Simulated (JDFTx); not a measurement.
Here is a JDFTx 1.7.0 (patched build) calculation.

The input MoSe2.in:

```
lattice \
    6.2134194978    -3.1067097489     0.0000000000 \
    0.0000000000     5.3809791294     0.0000000000 \
    0.0000000000     0.0000000000    24.3774670077
coords-type Lattice
ion Mo     0.6666666667     0.3333333333     0.7500000000 1
ion Mo     0.3333333333     0.6666666667     0.2500000000 1
ion Se     0.6666666667     0.3333333333     0.3750000000 1
ion Se     0.3333333333     0.6666666667     0.8750000000 1
ion Se     0.6666666667     0.3333333333     0.1250000000 1
ion Se     0.3333333333     0.6666666667     0.6250000000 1

ion-species pseudo/Mo.upf
ion-species pseudo/Se.upf
elec-cutoff 43 344
elec-ex-corr gga-PBE
kpoint-folding 9 9 2
elec-smearing Fermi 0.0018374661
elec-n-bands 57
electronic-SCF nIterations 100 energyDiffThreshold 1e-09
electronic-minimize nIterations 30 energyDiffThreshold 1e-7
converge-empty-states yes
forces-output-coords Cartesian

dump-name run.$VAR
dump End Ecomponents EigStats BandEigs Kpoints Forces Stress ElecDensity Dtot KEdensity
```

Potentials or basis: PseudoDojo-SR-PBE-0.5-standard.

Command:

```console
$ jdftx -c 1 -i MoSe2.in -o MoSe2.out
```

What does it give for the band gap on the k mesh?

0.88 eV, indirect (least direct gap 1.38 eV).

Estimate the largest force.

1.122 eV/Å.

Forces on the atoms (eV/Å):
```
Mo   0.000  0.000  0.000
Mo   0.000  0.000  0.000
Se   0.000  0.000  1.122
Se   0.000  0.000  1.122
Se   0.000  0.000 -1.122
Se   0.000  0.000 -1.122
```

Caveat: the empty levels aren't tightly converged; an odd mesh through Γ misses points on the zone boundary, where band edges often lie; the cell's inner coordinates are idealised or old, which leaves forces on the atoms.
